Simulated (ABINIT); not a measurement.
GaN:

```
Ga N
1.0
     0.00000    2.25350    2.25350
     2.25350    0.00000    2.25350
     2.25350    2.25350    0.00000
Ga N
1 1
Direct
  0.00000 0.00000 0.00000
  0.25000 0.25000 0.25000
```

The cell is a database's computed one.

Program: ABINIT 10.8.3 (patched build). Alike in all runs: task band structure; no spin polarisation; cell as given; k mesh 10 × 10 × 10; cutoff (eV) 1143; smearing fermi-dirac 0.05 eV.

Question: Order these runs on this cell by their pressure, lowest first.
A. level LDA; potentials or basis PseudoDojo NC SR LDA v0.4.1 standard
B. level rPW86PBE; potentials or basis PseudoDojo NC SR PBE v0.4.1 standard
C. level AM05; potentials or basis PseudoDojo NC SR PBEsol v0.4.1 standard
D. level OLYP; potentials or basis PseudoDojo NC SR PBE v0.4.1 standard

Answer: A (-6.8 GPa), C (-1.0 GPa), D (5.6 GPa), B (10.8 GPa).

Caveats: the potentials were made for another functional, which shifts forces and pressure (some runs).

Runs at the PBE level aren't shown here.
